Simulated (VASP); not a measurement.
Here is a VASP 6.6.1 calculation.

File INCAR:

```
PREC = Accurate ; ENCUT = 520
EDIFF = 1E-7 ; ISMEAR = -1
SIGMA = 0.1 ; LREAL = F
LASPH = T ; NELM = 60
ALGO = Fast ; ISIF = 2
LWAVE = F ; LCHARG = F
GGA = PE ; NBANDS = 24
```

Contents of KPOINTS:

```
Automatic mesh
0
Gamma
  7 7 4
```

Contents of POSCAR:

```
TaN
1.0
    3.0687820000      0.0000000000      0.0000000000
   -1.5343910000      2.6576450000      0.0000000000
    0.0000000000      0.0000000000      4.9704200000
Ta N
2 2
Direct
    0.3333300000      0.6666700000      0.0000000000
    0.6666600000      0.3333300000      0.5000000000
    0.3333300000      0.6666700000      0.3850000000
    0.6666600000      0.3333300000      0.8850000000
```

Potentials or basis: VASP PAW PBE potentials, release 64 (Ta_pv, N).

Command:

```console
$ cat potpaw_PBE.64/Ta_pv/POTCAR potpaw_PBE.64/N/POTCAR > POTCAR
$ mpirun -np 1 vasp_std > vasp.out
```

(1) Estimate the pressure.

(2) Estimate the band gap on the k mesh.

(3) What does it give for the largest force?

Answers

(1) 127.0 GPa.

(2) none (metal or under the smearing width).

(3) 2.105 eV/Å.

Caveat: a pressure of tens of GPa on the cell as given is suspect, and the run, the potentials or the cell itself is likely at fault; forces of over 1 eV/Å show positions far from the minimum, so gaps and moduli don't describe the material at rest.
